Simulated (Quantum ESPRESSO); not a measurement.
Runs of Quantum ESPRESSO 7.5 on KCl (Sylvite). The structure is cubic, space group Fm-3m (No. 225). The conventional cell has a = 6.293 Å, b = 6.293 Å, c = 6.293 Å, α = 90.00°, β = 90.00°, γ = 90.00°. Around K (site symmetry m-3m) lie 6 Cl at 3.15 Å. Cl (site symmetry m-3m) is surrounded by 6 K at 3.15 Å. 

```csv
task,level,potentials or basis,cell,k mesh,cutoff (eV),form of the LDA correlation,pressure (GPa)
dielectric tensor,BLYP,GBRV 1.5 PBE,as given,"6 × 6 × 6, shifted",612,-,1.3
dielectric tensor,PBEsol,GBRV 1.5 PBEsol,as given,"6 × 6 × 6, shifted",612,-,-0.6
phonons,LDA,PseudoDojo 0.4.1 SR LDA standard,relaxed,"4 × 4 × 4, shifted",980,PW92,0.0
dielectric tensor,AM05,GBRV 1.5 PBE,as given,"6 × 6 × 6, shifted",612,-,(a)
```

Alike in all rows: no spin polarisation; smearing fermi-dirac 0.05 eV.

Task: Fill in the values left out.

Result: (a) 0.3.

Caveats: the potentials were made for another functional, which shifts forces and pressure (some runs).
